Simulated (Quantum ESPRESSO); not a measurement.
HfO2 in Quantum ESPRESSO: the effect of functional

Crystal: HfO2.

```
Hf O
1.0
     3.55802    0.00000    0.00000
     0.00000    3.55802    0.00000
     0.00000    0.00000    5.17186
Hf O
2 4
Direct
  0.00000 0.00000 0.00000
  0.50000 0.50000 0.50000
  0.00000 0.50000 0.19721
  0.50000 0.00000 0.30279
  0.50000 0.00000 0.80279
  0.00000 0.50000 0.69721
```

Measurements of this composition are mostly on another form, of space group No. 14.

Alike in all runs:

* Program: Quantum ESPRESSO 7.5
* Task: dielectric tensor
* Cutoff: 612 eV
* Density cutoff: 4898 eV
* k mesh: 6 × 6 × 4, shifted
* Occupations: fermi-dirac, width 0.05 eV
* Spin: no spin polarisation

```csv
functional,potentials or basis,pressure (GPa),largest force (eV/Å),dielectric constant (mean)
LDA,GBRV 1.5 LDA,-6.3,0.04,5.08
PBEsol,GBRV 1.5 PBEsol,?,?,?
WC,GBRV 1.5 PBE,1.2,0.12,5.07
BLYP,GBRV 1.5 PBE,15.6,0.19,4.91
AM05,GBRV 1.5 PBE,0.9,0.07,5.08
```

**Question.** What does the run with functional PBEsol give?

**Answer.** Pressure 0.0 GPa; largest force 0.09 eV/Å; dielectric constant 5.05 mean.

Caveats: the potentials were made for another functional, which shifts forces and pressure (some runs); the cell is more than 3 GPa from zero pressure, which shifts response properties (some runs).

Runs at the PBE level aren't shown here.
